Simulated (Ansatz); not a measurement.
# Si (P6/mmm), random displacements

Computed with DFT PBE, scalar-relativistic, plane waves, PAW (Ansatz 0.2.0). Cutoff 420 eV, Γ-centred 12×12×12 k-points, Gaussian smearing of 0.15 eV. No spin polarisation. Energies are free energies at this smearing, counted from the undisturbed cell; pressure is positive in compression.

Reference structure (relaxed at this level; this form isn't the usual structure):

```
Si
1.0
     0.00000    0.00000    4.99382
     5.28423    0.00000    0.00000
    -2.64212    4.57628    0.00000
Si
8
Direct
  0.00000 0.00000 0.00000
  0.50000 0.00000 0.00000
  0.00000 0.00000 0.50000
  0.50000 0.00000 0.50000
  0.00000 0.50000 0.00000
  0.50000 0.50000 0.00000
  0.00000 0.50000 0.50000
  0.50000 0.50000 0.50000
```

The atoms are displaced (Å, in the unstrained cell):

```
atom ux uy uz
 Si1  -0.108   0.064   0.092
 Si2  -0.073  -0.049  -0.293
 Si3   0.215   0.153   0.082
 Si4   0.132  -0.038  -0.034
 Si5   0.040   0.061  -0.085
 Si6  -0.108  -0.195   0.138
 Si7   0.022   0.196  -0.027
 Si8  -0.121  -0.192   0.126
```

The cell is not strained.

(1) What are the energy change, the stress and the forces?

## Answers

(1) ΔE = 164.4 meV/atom; stress (xx, yy, zz, yz, xz, xy; compression positive) (3.41, 3.90, 12.01, -0.45, -0.18, 0.40) GPa.
```
atom Fx (eV/Å) Fy Fz
 Si1       0.48   0.08  -3.68
 Si2      -0.09  -0.48   4.09
 Si3      -0.92  -0.37  -0.68
 Si4      -1.37  -0.31   0.57
 Si5      -0.41   0.82   1.27
 Si6       0.38   0.94  -1.38
 Si7       0.72  -0.87   0.60
 Si8       1.21   0.18  -0.79
```

Cost: 1 run of about 1.7 core-minutes, on Intel Xeon 6975P-C (Granite Rapids) (shared hosts).